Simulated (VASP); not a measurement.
# GaH6 (Im-3m) in VASP: a series of runs, part 2 of 2

VASP 6.6.1.

**4. Single point, PBE (random cell by space group and Wyckoff sites (Im-3m, No. 229))**

File INCAR:

```
  PREC = Accurate
  ENCUT = 520
  EDIFF = 1E-6
  ISMEAR = 0
  SIGMA = 0.1
  LREAL = False
  LASPH = True
  NELM = 80
  ALGO = Fast
  ISIF = 2
  LWAVE = False
  LCHARG = False
  GGA = PE
  NBANDS = 18
```

File KPOINTS:

```
regular mesh
0
Gamma
  6 6 6
```

File POSCAR:

```
GaH6
1.0
   -2.1225326655      2.1225326655      2.1225326655
    2.1225326655     -2.1225326655      2.1225326655
    2.1225326655      2.1225326655     -2.1225326655
Ga H
1 6
Direct
    0.0000000000      0.0000000000      0.0000000000
    0.5000000000      0.7500000000      0.2500000000
    0.5000000000      0.2500000000      0.7500000000
    0.2500000000      0.5000000000      0.7500000000
    0.7500000000      0.5000000000      0.2500000000
    0.7500000000      0.2500000000      0.5000000000
    0.2500000000      0.7500000000      0.5000000000
```

Potentials or basis: VASP PAW PBE potentials, release 64 (Ga_d, H).

The run is started by

```bash
$ cat potpaw_PBE.64/Ga_d/POTCAR potpaw_PBE.64/H/POTCAR > POTCAR
$ mpirun -np 1 vasp_std > vasp.out
```

OUTCAR:

```text
PREC = Accurate
   ENCUT = 520
   EDIFF = 1E-6
   ISMEAR = 0
   LREAL = False
   LASPH = True
   NELM = 80
   ISIF = 2
   GGA = PE

 ion  position               nearest neighbor table
   1  0.000  0.000  0.000-
   2  0.500  0.750  0.250-
   3  0.500  0.250  0.750-
   4  0.250  0.500  0.750-
   5  0.750  0.500  0.250-
   6  0.750  0.250  0.500-
   7  0.250  0.750  0.500-

  LATTYP: Found a body centered cubic cell.
 ALAT       =     4.2450653310

  Lattice vectors:

 A1 = (  -2.1225326655,   2.1225326655,   2.1225326655)
 A2 = (   2.1225326655,  -2.1225326655,   2.1225326655)
 A3 = (   2.1225326655,   2.1225326655,  -2.1225326655)

Analysis of symmetry for initial positions (statically):
=====================================================================
 Subroutine PRICEL returns:
 Original cell was already a primitive cell.

 Routine SETGRP: Setting up the symmetry group for a
 body centered cubic supercell.

 Subroutine GETGRP returns: Found 48 space group operations
 (whereof 48 operations were pure point group operations)
 out of a pool of 48 trial point group operations.

The static configuration has the point symmetry O_h .

Analysis of symmetry for dynamics (positions and initial velocities):
=====================================================================
 Subroutine PRICEL returns:
 Original cell was already a primitive cell.

 Routine SETGRP: Setting up the symmetry group for a
 body centered cubic supercell.

 Subroutine GETGRP returns: Found 48 space group operations
 (whereof 48 operations were pure point group operations)
 out of a pool of 48 trial point group operations.

The dynamic configuration has the point symmetry O_h .

 Subroutine INISYM returns: Found 48 space group operations
[... 119 lines left out ...]
  volume/ion in A,a.u.               =       5.46        36.87
  Fermi-wavevector in a.u.,A,eV,Ry     =   1.296537  2.450100 22.871512  1.681009
  Thomas-Fermi vector in A             =   2.427987
   LORBIT       =      0    0 simple, 1 ext, 2 COOP (PROOUT), +10 PAW based schemes
   GGA     = PE    functional components
   LHFCALC =     F    Hartree Fock is set to
   AEXX    =    0.0000 exact exchange contribution
   IVDW    =     0    specifies the selected vdW correction
   LEPSILON=     F    determine dielectric tensor
   LRPA    =     F    only Hartree local field effects (RPA)
 non-spin polarized calculation
 RMM-DIIS sequential band-by-band and
 Gauss-broadening in eV      SIGMA  =   0.10
  energy-cutoff  :      520.00
  volume of cell :       38.25
 maximum number of plane-waves:      1055
   NGX = 13   NGY = 13   NGZ = 13

 number of electron      19.0000012 magnetization

 Free energy of the ion-electron system (eV)
  ---------------------------------------------------
  ext. energy  EPLUGINS =         0.00000000
  ---------------------------------------------------
  free energy    TOTEN  =       -16.92447776 eV

  energy without entropy =      -16.91978060  energy(sigma->0) =      -16.92212918

 E-fermi :   3.6562     XC(G=0): -10.8653

 val. band max:        3.2364421688   @ k =   0.0000   0.0000   0.0000
 cond. band min:       3.7350209248   @ k =   0.1667   0.1667   0.0000
 fundamental gap:      0.4985787560
 Fermi energy:         3.6562339211

 k-point     1 :       0.0000    0.0000    0.0000
  band No.  band energies     occupation
      1     -10.9284      2.00000
      2     -10.9284      2.00000
      3     -10.9284      2.00000
      4     -10.9046      2.00000
      5     -10.9046      2.00000
      6      -9.7098      2.00000
[... 313 lines left out ...]
      5     -10.8737      2.00000
      6      -3.1433      2.00000
[... 10 lines left out ...]
     17      18.8009      0.00000
     18      18.8009      0.00000

------------------------ aborting loop because EDIFF is reached ----------------------------------------

  FORCE on cell =-STRESS in cart. coord.  units (eV):
  Direction    XX          YY          ZZ          XY          YZ          ZX
  --------------------------------------------------------------------------------------
  -------------------------------------------------------------------------------------
  Total       -0.0527781     -0.0527781     -0.0527781     -0.0000000      0.0000000     -0.0000000
  in kB       -2.2107586     -2.2107586     -2.2107586     -0.0000000      0.0000000     -0.0000000
  external PRESSURE =      -2.2107586 kB  Pullay stress =       0.0000000 kB

 VOLUME and BASIS-vectors are now :
 -----------------------------------------------------------------------------
  energy-cutoff  :      520.00
  volume of cell :       38.25
      direct lattice vectors                 reciprocal lattice vectors
    -2.122532666  2.122532666  2.122532666     0.000000000  0.235567635  0.235567635
     2.122532666 -2.122532666  2.122532666     0.235567635  0.000000000  0.235567635
     2.122532666  2.122532666 -2.122532666     0.235567635  0.235567635  0.000000000

 POSITION                                       TOTAL-FORCE (eV/Angst)
 -----------------------------------------------------------------------------------
      0.00000      0.00000      0.00000        -0.000000      0.000000      0.000000
      1.06127     -0.00000      2.12253         0.000000     -0.000000      0.000000
      1.06127      2.12253      0.00000         0.000000      0.000000     -0.000000
      2.12253      1.06127      0.00000         0.000000      0.000000     -0.000000
     -0.00000      1.06127      2.12253        -0.000000      0.000000      0.000000
     -0.00000      2.12253      1.06127        -0.000000     -0.000000      0.000000
      2.12253     -0.00000      1.06127        -0.000000     -0.000000      0.000000
 -----------------------------------------------------------------------------------
    total drift:                               -0.000000     -0.000000      0.000000

  FREE ENERGIE OF THE ION-ELECTRON SYSTEM (eV)
  ---------------------------------------------------
  free  energy   TOTEN  =       -16.9244777616 eV

  energy  without entropy=      -16.9197806017  energy(sigma->0) =      -16.92212918
```

OSZICAR:

```text
N       E                     dE             d eps       ncg     rms          rms(c)
DAV:   1     0.760485860776E+02    0.76049E+02   -0.88780E+03   612   0.153E+03
DAV:   2    -0.106315695964E+02   -0.86680E+02   -0.82237E+02   632   0.295E+02
DAV:   3    -0.171432634533E+02   -0.65117E+01   -0.64484E+01   704   0.663E+01
DAV:   4    -0.172214833490E+02   -0.78220E-01   -0.78141E-01   652   0.692E+00
DAV:   5    -0.172220781257E+02   -0.59478E-03   -0.59474E-03   688   0.629E-01    0.218E+00
RMM:   6    -0.169825656361E+02    0.23951E+00   -0.14270E-01   790   0.301E+00    0.106E+00
RMM:   7    -0.169245062438E+02    0.58059E-01   -0.75611E-02   794   0.128E+00    0.190E-01
RMM:   8    -0.169242124083E+02    0.29384E-03   -0.76769E-03   857   0.927E-01    0.116E-01
RMM:   9    -0.169244801146E+02   -0.26771E-03   -0.10908E-03   833   0.308E-01    0.302E-02
RMM:  10    -0.169244765646E+02    0.35500E-05   -0.10868E-04   862   0.111E-01    0.339E-03
RMM:  11    -0.169244785616E+02   -0.19970E-05   -0.23847E-05   805   0.460E-02    0.329E-03
RMM:  12    -0.169244777616E+02    0.80000E-06   -0.26709E-06   639   0.158E-02
   1 F= -.16924478E+02 E0= -.16922129E+02  d E =-.469716E-02
```

stdout:

```text
POSCAR found type information on POSCAR GaH
 POSCAR found :  2 types and       7 ions
 scaLAPACK will be used
 LDA part: xc-table for (Slater+PW92), standard interpolation
 POSCAR, INCAR and KPOINTS ok, starting setup
 FFT: planning ... GRIDC
 FFT: planning ... GRID_SOFT
 FFT: planning ... GRID
 WAVECAR not read
 entering main loop
```

Run time: 10 s. Hardware: 1 thread of Intel Xeon Platinum 8488C (Sapphire Rapids), shared host; peak memory 0.14 GiB.

Results:

```
Free energy            : -16.9245 eV
Pressure               : -0.2 GPa
Band gap on the k mesh : none (metal or under the smearing width)
```

**5. Relaxation of cell and atoms, PBE (random cell by space group and Wyckoff sites (Im-3m, No. 229))**

File INCAR:

```
SYSTEM = GaH6
PREC = Accurate
ENCUT = 600
EDIFF = 1E-7
ISMEAR = 0
SIGMA = 0.1
LREAL = .FALSE.
LASPH = .TRUE.
NELM = 80
ALGO = Normal
ISIF = 3
LWAVE = .FALSE.
LCHARG = .FALSE.
GGA = PE
IBRION = 2
NSW = 90
EDIFFG = -0.04
```

File KPOINTS:

```
regular mesh
0
G
  6 6 6
  0 0 0
```

POSCAR: that of step 4 with these lines changed.

```diff
@@ -2,5 +2,5 @@
 1.0
-   -2.1225326655      2.1225326655      2.1225326655
-    2.1225326655     -2.1225326655      2.1225326655
-    2.1225326655      2.1225326655     -2.1225326655
+   -2.5584430000      2.5584430000      2.5584430000
+    2.5584430000     -2.5584430000      2.5584430000
+    2.5584430000      2.5584430000     -2.5584430000
 Ga H
```

The run is started by

```bash
$ cat potpaw_PBE.64/Ga_d/POTCAR potpaw_PBE.64/H/POTCAR > POTCAR
$ mpirun -np 1 vasp_std > vasp.out
```

It took 66 s on 1 thread of Intel Xeon Platinum 8488C (Sapphire Rapids), shared host; peak memory 0.21 GiB.

It converged, with:

- Free energy: -16.9279 eV
- Relaxed volume: 5.49 Å³/atom
- Relaxed cell: a = 3.682 Å, b = 3.682 Å, c = 3.682 Å, α = 109.47°, β = 109.47°, γ = 109.47°
- Space group after relaxing (to 0.05 Å): Im-3m (No. 229)
- Energy gained by relaxing: 259.0 meV/atom
- Ionic steps: 5
- Pressure after relaxing: -0.4 GPa
- Band gap on the k mesh: none (metal or under the smearing width)

The path:
| step | energy change (eV) | largest force (eV/Å) | pressure (GPa) | volume (Å³) |
| --- | --- | --- | --- | --- |
| 1 | 0.0000 | 0.0000 | -12.89 | 66.99 |
| 2 | -0.5781 | 0.0000 | -12.78 | 59.80 |
| 3 | -1.7624 | 0.0000 | -4.86 | 41.35 |
| 4 | -1.7764 | 0.0000 | 5.23 | 35.82 |
| 5 | -1.8131 | 0.0000 | -0.40 | 38.42 |

Final structure:
```xyz
7
Lattice="-2.1257 2.1257 2.1257 2.1257 -2.1257 2.1257 2.1257 2.1257 -2.1257" Properties=species:S:1:pos:R:3 pbc="T T T"
Ga    0.0000    0.0000    0.0000
H     1.0628    0.0000    2.1257
H     1.0628    2.1257    0.0000
H     2.1257    1.0628    0.0000
H     0.0000    1.0628    2.1257
H     0.0000    2.1257    1.0628
H     2.1257    0.0000    1.0628
```

Levels at points of the mesh, in eV from the Fermi level:
| k point | band 5 | band 6 | band 7 | band 8 | band 9 | band 10 | band 11 | band 12 | band 13 |
| --- | --- | --- | --- | --- | --- | --- | --- | --- | --- |
| (0.00, 0.00, 0.00) | -14.56 | -13.32 | -0.42 | -0.42 | -0.42 | 1.78 | 1.78 | 2.26 | 4.66 |
| (0.50, 0.00, 0.00) | -14.52 | -9.81 | -8.71 | -2.50 | -1.58 | -1.49 | 1.67 | 4.76 | 6.14 |
| (0.50, 0.50, 0.50) | -14.53 | -6.78 | -6.78 | -4.26 | -4.26 | -4.26 | -3.65 | 7.54 | 7.54 |

Caveat: the volume moved by over 15 % at a fixed basis, so the end points are rough.

**6. Overview**

| task | cell | k mesh | cutoff (eV) | gap on the mesh (eV) | pressure (GPa) | relaxed volume (Å³/atom) |
| --- | --- | --- | --- | --- | --- | --- |
| single point | random cell by space group and Wyckoff sites (Im-3m, No. 229) | 12 × 12 × 12 | 520 | none | -0.1 | - |
| relaxation of cell and atoms | relaxed from: random cell by space group and Wyckoff sites (Im-3m, No. 229) | 12 × 12 × 12 | 600 | none | -0.2 | 5.44 |
| single point | random cell by space group and Wyckoff sites (Im-3m, No. 229) | 6 × 6 × 6 | 520 | none | -0.2 | - |
| relaxation of cell and atoms | relaxed from: random cell by space group and Wyckoff sites (Im-3m, No. 229) | 6 × 6 × 6 | 600 | none | -0.4 | 5.49 |

Alike in all rows: level PBE; potentials or basis VASP PAW PBE potentials, release 64 (Ga_d, H); no spin polarisation; smearing gaussian 0.1 eV.

Caveats: the volume moved by over 15 % at a fixed basis, so the end points are rough (some runs).

Absolute energies hang on the potentials; compare differences alone.
